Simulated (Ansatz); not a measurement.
**GaP (F-43m): the dielectric response by several routes**

Wanted: ε∞ of GaP (F-43m) from perturbation theory, a sum over states and the RPA step of G0W0, with cost.

Main program and level: Ansatz 0.2.0; linear response on PBE, plane waves, PAW.

### 1. The structure

The structure is cubic, space group F-43m (No. 216). Conventional cell: a = 5.451 Å, b = 5.451 Å, c = 5.451 Å, α = 90.00°, β = 90.00°, γ = 90.00°. Nearest to Ga lie 4 P at 2.36 Å. P has 4 Ga at 2.36 Å nearest. Farther neighbours are not listed.

Coordinates:

```cif
data_structure
_symmetry_space_group_name_H-M 'F-43m'
_symmetry_Int_Tables_number 216
_cell_length_a 5.4505
_cell_length_b 5.4505
_cell_length_c 5.4505
_cell_angle_alpha 90.000
_cell_angle_beta 90.000
_cell_angle_gamma 90.000
_cell_volume 161.92
loop_
_atom_site_label
_atom_site_type_symbol
_atom_site_symmetry_multiplicity
_atom_site_Wyckoff_symbol
_atom_site_fract_x
_atom_site_fract_y
_atom_site_fract_z
_atom_site_occupancy
Ga1 Ga 4 a 0.00000 0.00000 0.00000 1
P1 P 4 d 0.25000 0.25000 0.75000 1
```

The cell and positions come from the Crystallography Open Database and are kept as given unless a step says otherwise. The default PAW set here is soft_2. Its files were made with PBE.

### 2. Response to a homogeneous field

The response to a uniform field gives ε∞, a yardstick for the screening that GW builds on its mesh.

This step: dielectric response by perturbation theory, PBE, plane waves, PAW.

input.yaml reads:

```yaml
crystal:
  lattice:
    - [0.0, 2.72525, 2.72525]
    - [2.72525, 0.0, 2.72525]
    - [2.72525, 2.72525, 0.0]
  atoms:
    - { symbol: Ga, position: [0.0, 0.0, 0.0] }
    - { symbol: P, position: [0.25, 0.25, 0.25] }
kpoints:
  mp_grid: { grid: [6, 6, 6] }
hamiltonian:
  xc: pbe
scf:
  occupations: { method: fixed }
dielectric: {}
```

Started as:

```console
$ ansatz run input.yaml --threads 3 --pin off --max-ram 64512MiB --backend cuda --events-out ev --progress --plain --runs-dir out --devices 1 --max-vram 24GiB  # rebuilt from the run's record
```

Numbers of over 12 decimals in the logs are rounded to 6 here.

Log:

```text
GPUs: using 1 of 1 available (devices: 1).
Engine: ansatz 0.2.0, x86_64-unknown-linux-gnu
Pseudopotentials: kind: paw
Pseudopotential: Ga, paw, valence charge 13, recommended cutoff 420 eV (normal), Ga.paw.azcp
Pseudopotential: P, paw, valence charge 5, recommended cutoff 420 eV (normal), P.paw.azcp
Functional definition: PBE
  parameter kappa = 0.804
  parameter beta = 0.066725
  exchange = pbe_x(kappa = kappa, mu = beta*pi^2/3)
  correlation = pbe_c(beta = beta)
device memory: the entry about to start is reckoned to put 0.9 GiB on a device that reports 69.9 GiB free (of which the cap on the GPU budget leaves the run 24.0 GiB)
GPU FFT provider: cuFFT
GPU libraries: cuBLAS 13.8.2, cuFFT 12.4.0, cuSOLVER 12.3.4
Crystal: 2 atoms, lattice volume = 40.481 Å³
Basis set: ecut = 420 eV, 749 PW (Γ), exchange–correlation on 54×54×54 points (8 copies of the dense FFT grid, shifted against one another)
Bands: 13, of which v1, the nominal top of the filled ones, is band 9 counted from 1 (8 counted from 0)
Symmetry: 24 space group operations
k-points: 46 of 216 (irreducible under 4 space group operations, time reversal used)
Non-local potential: Ga, projectors of the file, l = 0: 2, l = 1: 2, l = 2: 3, l = 3: 1
Non-local potential: P, projectors of the file, l = 0: 2, l = 1: 2, l = 2: 2
PAW form: soft (Blöchl's): semilocal exchange-correlation on the pseudo side does not see the compensation charge
PAW one-centre angular grid: Ga, 590 points (default); XC on 64 Gauss nodes
PAW one-centre angular grid: P, 110 points (default); XC on 64 Gauss nodes
Initial density: superposition of atomic densities (neutral atoms: chi_scale 0, normalization atom), corrected by the library's trained network
Initial wavefunctions: pseudopotential atomic-orbital guess
GPU buffer pool allocated for 19683 grid points (all kernels)
GPU transforms: local potential and band sums: pruned to the plane-wave sphere, on 25×25×25
Functional: x = pbe(κ = 0.804, μ = 0.219515), c = pbe(β = 0.066725)
SCF iter   1: F=—  HF=-4539.535056 eV  |F-HF|=—  |Δ(HF+E_count)|=         —  Δρ=1.42e-3  dr2=8.82e-4  ethr=1.77e-3  ⟨swp⟩=4.9  Hψ=3202  notcnv=0  defer=82
preconditioner: auto → none  [insulator: Δε(μ)=1.644 eV  Ē_g=15.511 eV  n_scr=14 (ndim 8)  ℏωp=24.8 eV  f_vac=0.011  ε∞_Penn≈3.5]
SCF iter   2: F=—  HF=-4539.534317 eV  |F-HF|=—  |Δ(HF+E_count)|=   7.39e-4  Δρ=1.23e-3  dr2=4.04e-4  ethr=4.90e-6  ⟨swp⟩=2.8  Hψ=1548  notcnv=0  defer=91
SCF iter   3: F=—  HF=-4539.534124 eV  |F-HF|=—  |Δ(HF+E_count)|=   1.93e-4  Δρ=4.62e-4  dr2=6.03e-5  ethr=2.24e-6  ⟨swp⟩=2.0  Hψ=1114  notcnv=0  defer=84
SCF iter   4: F=—  HF=-4539.534167 eV  |F-HF|=—  |Δ(HF+E_count)|=   4.30e-5  Δρ=1.70e-4  dr2=6.35e-6  ethr=3.35e-7  ⟨swp⟩=2.0  Hψ=1103  notcnv=0  defer=80
SCF iter   5: F=—  HF=-4539.534164 eV  |F-HF|=—  |Δ(HF+E_count)|=   3.14e-6  Δρ=3.95e-5  dr2=7.34e-7  ethr=3.53e-8  ⟨swp⟩=2.0  Hψ=1000  notcnv=0  defer=73
SCF iter   6: F=—  HF=-4539.534185 eV  |F-HF|=—  |Δ(HF+E_count)|=   2.06e-5  Δρ=2.63e-5  dr2=1.41e-7  ethr=4.08e-9  ⟨swp⟩=2.0  Hψ=782  notcnv=0  defer=73
SCF iter   7: F=—  HF=-4539.534185 eV  |F-HF|=—  |Δ(HF+E_count)|=   1.32e-8  Δρ=5.40e-6  dr2=5.21e-9  ethr=7.84e-10  ⟨swp⟩=2.0  Hψ=966  notcnv=0  defer=73
SCF iter   8: F=—  HF=-4539.534185 eV  |F-HF|=—  |Δ(HF+E_count)|=   2.16e-9  Δρ=1.20e-6  dr2=2.69e-10  ethr=2.89e-11  ⟨swp⟩=2.0  Hψ=1003  notcnv=0  defer=73
SCF iter   9: F=-4539.534185 eV  HF=-4539.534185 eV  |F-HF|=2.46e-11  |Δ(HF+E_count)|=  1.08e-10  Δρ=3.41e-7  dr2=2.15e-11  ethr=1.00e-12  ⟨swp⟩=5.9  Hψ=2602  notcnv=0
SCF 1 converged in 9 iterations: F = -4539.534185 eV  dr2 = 2.15e-11
  greatest PAW one-centre occupation: 0.994 electrons in one spin orbital (limit 2), on the Ga atom at site 0 (counted from 0), in its partial waves of l = 2
the response reads at least the filled bands of the reference SCF and the lowest empty band at each k-point, and that SCF's band table does not vouch for those bands. The notice of the band table in this run's record says why
device memory: the entry about to start is reckoned to put 0.3 GiB on a device that reports 69.9 GiB free (of which the cap on the GPU budget leaves the run 24.0 GiB)
NSCF: frozen V_eff on 1 k-points
device memory: the entry about to start is reckoned to put 0.3 GiB on a device that reports 69.8 GiB free (of which the cap on the GPU budget leaves the run 24.0 GiB)
NSCF: frozen V_eff on 1 k-points
device memory: the entry about to start is reckoned to put 0.1 GiB on a device that reports 69.8 GiB free (of which the cap on the GPU budget leaves the run 24.0 GiB)
device memory: the entry about to start is reckoned to put 0.7 GiB on a device that reports 69.8 GiB free (of which the cap on the GPU budget leaves the run 24.0 GiB)
DFPT response loops at Γ: preconditioner auto → none (the input reference at scf.mixing.eps_inf says where Resta's filter doesn't serve); β = 0.50; Broyden in place of MSR1
── the response to a field inside a basis, on 8×8×8 k-points: an SCF that follows is theirs, and a resumed run solves both again ──
device memory: the entry about to start is reckoned to put 0.2 GiB on a device that reports 66.4 GiB free (of which the cap on the GPU budget leaves the run 24.0 GiB)
GPU FFT provider: cuFFT
GPU libraries: cuBLAS 13.8.2, cuFFT 12.4.0, cuSOLVER 12.3.4
Bands: 10, of which v1, the nominal top of the filled ones, is band 9 counted from 1 (8 counted from 0)
k-points: 60
Initial density: handed on by an earlier stage of this run
Initial wavefunctions: pseudopotential atomic-orbital guess (no wavefunctions were taken with the density)
GPU buffer pool allocated for 19683 grid points (all kernels)
GPU transforms: band sums: pruned to the plane-wave sphere, on 25×25×25
Eigensolver: Dense (60 Hₖ)
SCF iter   1: F=—  HF=-4539.549073 eV  |F-HF|=—  |Δ(HF+E_count)|=         —  Δρ=4.10e-4  dr2=1.08e-4  ethr=1.00e-1
preconditioner: auto → none  [insulator: Δε(μ)=1.741 eV  Ē_g=13.172 eV  n_scr=14 (ndim 8)  ℏωp=24.8 eV  f_vac=0.008  ε∞_Penn≈4.5]
SCF iter   2: F=—  HF=-4539.549044 eV  |F-HF|=—  |Δ(HF+E_count)|=   2.90e-5  Δρ=1.57e-4  dr2=6.89e-6  ethr=5.98e-7
SCF iter   3: F=—  HF=-4539.549045 eV  |F-HF|=—  |Δ(HF+E_count)|=   1.07e-6  Δρ=7.01e-5  dr2=1.42e-6  ethr=3.83e-8
SCF iter   4: F=—  HF=-4539.549046 eV  |F-HF|=—  |Δ(HF+E_count)|=   4.53e-7  Δρ=1.98e-5  dr2=1.21e-7  ethr=7.87e-9
SCF iter   5: F=-4539.549046 eV  HF=-4539.549046 eV  |F-HF|=4.04e-9  |Δ(HF+E_count)|=   1.03e-7  Δρ=3.73e-6  dr2=3.02e-9  ethr=6.70e-10
SCF 1 converged in 5 iterations: F = -4539.549046 eV  dr2 = 3.02e-9
device memory: the entry about to start is reckoned to put 0.1 GiB on a device that reports 69.7 GiB free (of which the cap on the GPU budget leaves the run 24.0 GiB)
device memory: the entry about to start is reckoned to put 0.4 GiB on a device that reports 69.7 GiB free (of which the cap on the GPU budget leaves the run 23.9 GiB)
DFPT response loops at Γ: mixed as the last ones told, above
SCF converged after 9 iterations
Free energy (F): -4539.534185 eV
Harris-Foulkes:  -4539.534185 eV  (|F-HF|=2.46e-11)
Internal energy: -4539.534185 eV  (E = F + TS)
E sigma→0 (E₀):  -4539.534185 eV
Fermi energy:    7.092284 eV
--- Per-component energies (eV) ---
  E_band       = -58.173703
  E_kinetic    = 186.372962
  E_local      = -2200.545142  (includes V_loc(G=0)·N_el)
  E_nonlocal   = 458.868138
  E_hartree    = 1017.618873
  E_xc         = -130.788903
  E_vxc        = -119.043715  (∫ρ·V_xc dr)
  E_paw        = -2558.415064  (= ΣΔE_a)
  E_vpaw       = -419.063318  (= ΣTr[D̂ρ^β])
  E_aug_tail   = -0.000104  (compensation charges beyond the density's cutoff)
  E_ewald      = -1312.644944
  E_smearing   = -0.000000  (= −TS)
  E_closure    = -0.000000  (closes the sum)
  Σ components = -4539.534185   (vs F -4539.534185, Δ=0.00e0)
--- Band table (eV; the first three rows and the last of 46) ---
  k-point 0: bands = [... 5 lower, -5.4012, 7.0923, 7.0923, 7.0923, 8.9192, 10.9731, 10.9731, 10.9731]
  k-point 1: bands = [... 5 lower, -5.0450, 4.7047, 6.7210, 6.7210, 9.5048, 11.5214, 11.5214, 12.1169]
  k-point 2: bands = [... 5 lower, -4.0976, 1.8834, 6.1848, 6.1848, 8.9897, 11.8980, 11.8980, 14.6885]
  k-point 45: bands = [... 5 lower, -2.6694, 0.6945, 3.4030, 4.6180, 10.9990, 11.6441, 13.4326, 14.9112]
--- Dielectric response (ions clamped): 3 representative field directions + reference, inside a basis on a mesh of 512 k-points (Σ response iterations 15) ---
  ε∞ (high-frequency dielectric tensor):
       10.372744    -0.000000    -0.000000
       -0.000000    10.372744     0.000000
       -0.000000     0.000000    10.372744
  Born effective charges Z* (e; rows j = field, columns β = displacement):
    site 0:
         2.14767    0.00000   -0.00000
         0.00000    2.14767    0.00000
        -0.00000    0.00000    2.14767
    site 1:
        -2.14767   -0.00000    0.00000
        -0.00000   -2.14767   -0.00000
         0.00000   -0.00000   -2.14767
  Z* charge neutrality: 3.124e-4 e pre-enforcement
  solved inside a basis spanned on kpoints, on 8×8×8 k-points transformed towards the longest dipole: ε∞ is read to err by 2.9e-2, Z* by 1.4e-2 e (field_mesh: kpoints solves on kpoints); Z* is corrected for what the basis lacks
```

Wall time 23 s (1 × NVIDIA H100 80GB HBM3 (shared by 3 runs) with 3 threads of AMD EPYC 7R13 (Zen 3), shared host); peak memory 1.2 GiB.

In the SCF lines HF is the Harris–Foulkes energy and dr2 the Hartree energy of the density residual, in eV; the loop may stop once dr2 is under the threshold and the program's other checks hold. Hψ counts applications of the Hamiltonian.

This step gave:

* stated error of ε∞: 0.029

One over ε∞ averages 0.10, well under the quarter of exact exchange in PBE0, which by this rule of thumb may open the gap too far.

High-frequency dielectric tensor:

```
10.37  0.00  0.00
 0.00 10.37  0.00
 0.00  0.00 10.37
```

Born effective charge (e), principal values of the symmetric part by kind of site:

| atom | atoms with these values | low | middle | high | mean |
| --- | --- | --- | --- | --- | --- |
| Ga1 | 1 | 2.15 | 2.15 | 2.15 | 2.15 |
| P2 | 1 | -2.15 | -2.15 | -2.15 | -2.15 |

In full for P2:

```
-2.15  0.00  0.00
 0.00 -2.15  0.00
 0.00  0.00 -2.15
```

### 3. Independent-particle spectrum

The independent-particle spectrum shows where the oscillator strength lies, before excitons and local fields.

This step: independent-particle optics on PBE, plane waves, PAW.

input.yaml, the sections that differ from step 2:

```yaml
kpoints:
  mp_grid: { grid: [8, 8, 8] }
scf:
  occupations: { method: fixed }
  n_extra_bands: 27
output:
  optics: { e_range: [0, 25], de: 0.1, sigma: 0.2 }
# crystal, hamiltonian: as in step 2
# dielectric: removed
```

Log:

```text
[...]
GPUs: using 1 of 1 available (devices: 1).
[...]
GPU FFT provider: cuFFT
GPU libraries: cuBLAS 13.8.2, cuFFT 12.4.0, cuSOLVER 12.3.4
Crystal: 2 atoms, lattice volume = 40.481 Å³
Basis set: ecut = 420 eV, 749 PW (Γ)
Bands: 36, of which v1, the nominal top of the filled ones, is band 9 counted from 1 (8 counted from 0)
Symmetry: 24 space group operations
[...]
k-points: 29 of 512 (time reversal used)
[...]
GPU buffer pool allocated for 19683 grid points (all kernels)
[...]
SCF iter   1: F=—  HF=-4539.548288 eV  |F-HF|=—  |Δ(HF+E_count)|=         —  Δρ=1.36e-3  dr2=1.16e-3  ethr=1.77e-3  ⟨swp⟩=4.7  Hψ=3971  notcnv=0  defer=717
[...]
SCF iter   8: F=-4539.547886 eV  HF=-4539.547886 eV  |F-HF|=1.00e-11  |Δ(HF+E_count)|=  1.19e-10  Δρ=2.03e-7  dr2=7.81e-12  ethr=1.00e-12  ⟨swp⟩=12.7  Hψ=8682  notcnv=0
SCF 1 converged in 8 iterations: F = -4539.547886 eV  dr2 = 7.81e-12
[...]
Optics k sum: 0 of 29 k-points
Optics k sum: 2 of 29 k-points
[...]
Optics k sum: 29 of 29 k-points
[...]
SCF converged after 8 iterations
Free energy (F): -4539.547886 eV
[...]
Internal energy: -4539.547886 eV  (E = F + TS)
E sigma→0 (E₀):  -4539.547886 eV
Fermi energy:    7.085933 eV
[...]
--- Band table (eV; the first three rows and the last of 29) ---
  k-point 0: bands = [... 5 lower, -5.4064, 7.0859, 7.0859, 7.0859, 8.9143, 10.9710, 10.9710, 10.9710, ... 23 higher]
  k-point 1: bands = [... 5 lower, -5.2039, 5.4583, 6.8561, 6.8561, 9.5376, 11.3201, 11.3201, 11.5528, ... 23 higher]
  k-point 2: bands = [... 5 lower, -4.6303, 3.2111, 6.4233, 6.4233, 9.2434, 11.8254, 11.8254, 13.4326, ... 23 higher]
  k-point 28: bands = [... 5 lower, -2.3485, 0.5382, 3.5112, 3.6660, 11.7868, 11.9484, 13.1883, 13.2301, ... 23 higher]
```

Wall time 7 s (1 × NVIDIA H100 80GB HBM3 (shared by 3 runs) with 3 threads); peak memory 1.1 GiB.

Numbers from this step:

- ε∞ without local fields (xx, yy, zz): 10.90, 10.90, 10.90
- electrons in the f-sum (xx, yy, zz): 9.132, 9.132, 9.132
- bands in the explicit sum (the static value is completed to all bands): 36

The sum gives ε∞ = 10.90 without local fields.

Independent particles, no local fields, Gaussian width 0.2 eV. The ε₂, xx=yy=zz by photon energy; read off at these points:

```csv
photon energy (eV),"ε₂, xx=yy=zz"
1.5,0.00297
2.0,0.604
2.5,2.14
3.0,12.9
3.5,11.2
4.0,17.9
4.5,34.1
5.0,14.7
5.5,11.9
6.0,10.4
6.5,6.56
7.0,4.60
7.5,3.36
8.0,2.62
8.5,2.58
9.0,2.15
9.5,1.62
10.0,1.48
10.5,1.11
11.0,0.902
11.5,0.726
12.0,0.595
12.5,0.544
13.0,0.427
13.5,0.361
14.0,0.324
14.5,0.274
15.0,0.229
15.5,0.183
16.0,0.188
16.5,0.210
17.0,0.226
17.5,0.240
18.0,0.176
18.5,0.198
19.0,0.260
19.5,0.190
20.0,0.206
20.5,0.193
21.0,0.147
21.5,0.118
22.0,0.120
22.5,0.125
23.0,0.111
23.5,0.105
24.0,0.105
24.5,0.116
25.0,0.106
```

Independent particles, no local fields, Gaussian width 0.2 eV. The loss function, xx=yy=zz by photon energy; read off at these points:

```csv
photon energy (eV),"loss function, xx=yy=zz"
1,0
2,0.00279
3,0.0278
4,0.0291
5,0.0551
6,0.0637
7,0.0899
8,0.135
9,0.166
10,0.214
11,0.260
12,0.365
13,0.524
14,0.964
15,1.83
16,5.28
17,3.21
18,2.51
19,1.72
20,1.24
21,1.00
22,0.542
23,0.430
24,0.324
25,0.297
```

(Continued in part 2 of 2.)

[Paths, hosts, dates, memory and timing lines, banners, echoed tables and standing remarks are left out of the program output.]

[Logs are printed without paths, hosts, clocks, repeated set-up lines and the standing remarks that a program may print on its own settings, such as how far it seeks lower states.]

[Runs of the session that timed out or met a known fault of the program may be left out.]

[Cells called generated may have been cut or substituted from an entry of the Crystallography Open Database or the Materials Project.]

[Hosts, paths, dates, database ids (printed as entryN), source tags and the programs' standing remarks are cut or masked in the printed files.]
